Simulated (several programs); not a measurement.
## NaI (CsCl type) from semi-empirical methods to plane-wave DFT

NaI built on the CsCl prototype, relaxed with r2SCAN in Ansatz, was computed with several methods. It is cubic, Pm-3m (No. 221); a = 4.041 Å in the conventional setting, 32.98 Å³ an atom. Around Na lie 8 I at 3.50 Å; around I lie 8 Na at 3.50 Å. Spin-unpolarised throughout. Whether this structure exists isn't addressed.

```
Na I
1.0
     4.04054    0.00000    0.00000
     0.00000    4.04054    0.00000
     0.00000    0.00000    4.04054
Na I
1 1
Direct
  0.00000 0.00000 0.00000
  0.50000 0.50000 0.50000
```

Gaps and times are for a single point on this cell; volume and bulk modulus come from each method's own relaxation or energy curve at fixed shape. Times are rough, from shared hosts (Arm Neoverse V1; Intel Xeon 6975P-C), and each method has its own mesh and cell size. PM6 (MOPAC), PM7 (MOPAC), GFN1-xTB (tblite), GFN2-xTB (tblite) treat a cluster of cells at its zone centre, which samples few k points: where these miss a band edge, the gap comes out too large for that reason alone. Gaps from k meshes are read at a limited set of points (mesh, symmetry points, PBE's band edges), so each method's own least gap may be somewhat smaller. Force fields have no electrons; where one was fitted to this phase, its volume and modulus reflect the fit. xTB and the PM methods were fitted mostly to molecules, and can miss a solid's gap by electronvolts. Minimal bases can be far off for gaps. Times of the plane-wave rungs are withheld (a dash), since they come from other jobs, hosts and meshes; the meshes of hybrids and Hartree-Fock don't converge their gaps to the digits shown. G0W0 is at finite bands, cutoff and mesh. d marks a direct gap, i an indirect one (no mark: not told apart), a dash a value that wasn't computed or didn't pass its checks.

| method | kind | gap (eV) | own volume (Å³/atom) | bulk modulus (GPa) | atoms computed | processor time |
| --- | --- | --- | --- | --- | --- | --- |
| PBEsol | semilocal | – | 31.74 | – | 2 | – |
| ffield.eim (LAMMPS) | force field | – | – | – | 2 | 0.12 s |
| light PBE (260 eV, its own mesh) | light plane-wave | 2.09 i | – | – | 2 | 0.68 s |
| PBE | semilocal | 2.30 i | 33.52 | 16 | 2 | – |
| GFN1-xTB (tblite) | tight binding | 1.02 | 33.33 | 27 | cluster | 2.7 s |
| PM7 (MOPAC) | semi-empirical | 12.07 | – | – | cluster | 3 s |
| PM6 (MOPAC) | semi-empirical | 6.38 | – | – | cluster | 3.5 s |
| LDA | semilocal | 2.04 i | 30.03 | – | 2 | – |
| GFN2-xTB (tblite) | tight binding | 6.76 | – | – | cluster | 3.9 s |
| r2SCAN | semilocal | 3.06 i | 32.98 | 18 | 2 | – |
| PBE/SZV (CP2K) | small basis | 1.92 i | – | – | 2 | 6.3 s |
| PBE/DZVP (CP2K) | small basis | 2.25 i | – | – | 2 | 9.4 s |
| PBE/single zeta (GPAW) | small basis | 2.18 i | – | – | 2 | 11 s |
| PBE+SOC | semilocal | 2.27 i | – | – | 2 | – |
| G0W0@LDA (140 eV screening cutoff) | many-body | 3.85 | – | – | 2 | – |
| G0W0@r2SCAN (140 eV screening cutoff) | many-body | 4.43 | – | – | 2 | – |
| G0W0@HSE06 (140 eV screening cutoff) | many-body | 4.49 | – | – | 2 | – |
| PBE0 | hybrid | 3.91 i | – | – | 2 | – |
| HSE06 | hybrid | 3.24 i | 33.36 | – | 2 | – |
| Hartree-Fock | exact exchange | 9.19 i | – | – | 2 | – |
| r2SCAN0 | hybrid | 4.36 i | – | – | 2 | – |
| DDH-PBE0 | hybrid | 4.03 i | – | – | 2 | – |
| HSE06+SOC | hybrid | 3.21 i | – | – | 2 | – |
| G0W0@PBE (220 eV screening cutoff) | many-body | 4.06 | – | – | 2 | – |

Against HSE06 (3.24 eV) the nearest gap at the points sampled is that of HSE06+SOC (-0.04 eV) and the farthest that of PM7 (MOPAC) (+8.83 eV). HSE06 is only a yardstick of convenience, and nearness to it can be luck.

Volumes against r2SCAN's: PBEsol -3.8 %, PBE +1.6 %, GFN1-xTB (tblite) +1.0 %, LDA -8.9 %, HSE06 +1.1 %.

Runs without a result: GLLB-SC (GPAW) (single point).

Only the rows marked +SOC include spin-orbit coupling.
